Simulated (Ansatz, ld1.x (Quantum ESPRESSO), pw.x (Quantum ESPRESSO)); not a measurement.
**Nd (Z = 60): one change to the ultrasoft potential, in the atom and in the fcc crystal**

| Item | Value |
| --- | --- |
| Element | Nd (Z = 60) |
| Generator | ld1.x (Quantum ESPRESSO) 7.5 |
| Type | ultrasoft |
| Functional | PBE |
| Relativity | scalar-relativistic |
| Frozen core | [Kr] 4d10 |
| Valence charge | 14 |
| Reference configuration | 4f4 5s2 5p6 5d0 6s2 6p0 |
| Partial waves | 5s (bound): rcut 2.50, rcutus 2.85 bohr; 6s (bound): rcut 2.50, rcutus 2.85 bohr; 5p (bound): rcut 2.25, rcutus 2.70 bohr; 6p (bound, empty): rcut 2.25, rcutus 2.70 bohr; 5d (bound, empty): rcut 2.50, rcutus 3.35 bohr; 5d channel at 3.7 Ry: rcut 2.50, rcutus 3.35 bohr; 4f (bound): rcut 1.45, rcutus 1.80 bohr; 4f channel at 1.45 Ry: rcut 1.45, rcutus 1.80 bohr |
| Local potential | all-electron potential smoothed inside 3.25 bohr (lloc = -2) |
| Core correction | none |
| Augmentation charge | PSQ, inside the norm-conserving radii |

Change: reference 4f3 5s2 5p6 5d1 6s2 6p0.

Cutoffs, loose and tight: the cutoffs (Ry, on a coarse ladder) from which the occupation-weighted sum of valence levels, in a spherical-Bessel basis at the reference potential, stays within 10 and 1 mRy of its value at 400 Ry. They do not see the model core or the augmentation charge, which bear on the density cutoff. Test errors are all-electron minus pseudo excitation energies from the reference, over the configurations 4f4 5s2 5p6 5d0 6s1 6p0; 4f4 5s2 5p6 5d0 6s0 6p0; 4f3 5s2 5p6 5d0 6s0 6p0; 4f3 5s2 5p6 5d1 6s2 6p0; 4f4 5s2 5p6 5d1 6s1 6p0; 4f3 5s2 5p6 5d0 6s2 6p0; 4f4 5s2 5p5 5d0 6s2 6p0; variants that change the core or the reference have their own tests.

Crystal test: fcc Nd in pw.x 7.5, no spin, 12³ k-points, Fermi–Dirac smearing 0.01 Ry, cutoffs set for each file from its atomic test. The reference is all-electron LAPW (Ansatz 0.2.0) with the same functional, mesh and smearing; V0 and B0 come from Birch–Murnaghan fits to the pressures at five volumes. Errors are pseudo minus all-electron; Δ is the rms difference of the E(V) curves that follow from these fits, minima aligned, over ±6 % about the mean V0. Mesh and smearing are coarse, so the numbers serve the comparison and aren't converged zero-temperature values; the lattice is a test structure that the element need not adopt. Spin polarisation and strong correlation are left out, which matters for this element.

All-electron: a0 = 4.598 Å (V0 = 24.30 Å³/atom), B0 = 25.9 GPa.

Task: Does the change bring the crystal closer to the all-electron result?

Result: The mean pressure error goes from +12.52 to +11.65 GPa, a small move against the size of the error. Neither pressure curve crosses zero within the volumes sampled, so no fits are given.

| quantity | base | changed |
| --- | --- | --- |
| outcome (atom) | generated | generated |
| cutoff, loose (atom) | 40 Ry | 40 Ry |
| cutoff, tight (atom) | 70 Ry | 70 Ry |
| bound ghosts (atom) | none | none |
| largest test error (meV) (atom) | -15 over the solved tests; test run stopped at test 6 of 7 (negative rho), 2 before it not solved | test run stopped at test 1 of 7 (negative rho) |
| cutoffs in pw.x (Ry) | 85/680 | 85/680 |
| mean pressure error (GPa) | +12.52 | +11.65 |

Base: The largest radius (3.35 bohr) exceeds half the bond length (3.07 bohr), so the spheres overlap, which is one possible source of error among others. This is a poor potential for the solid. Atomic configuration tests: test run stopped at test 6 of 7 (negative rho), 2 before it not solved. Changed file: The largest radius (3.35 bohr) exceeds half the bond length (3.07 bohr), so the spheres overlap, which is one possible source of error among others. This is a poor potential for the solid. Atomic configuration tests: test run stopped at test 1 of 7 (negative rho). The atomic cutoffs weigh occupied waves only.
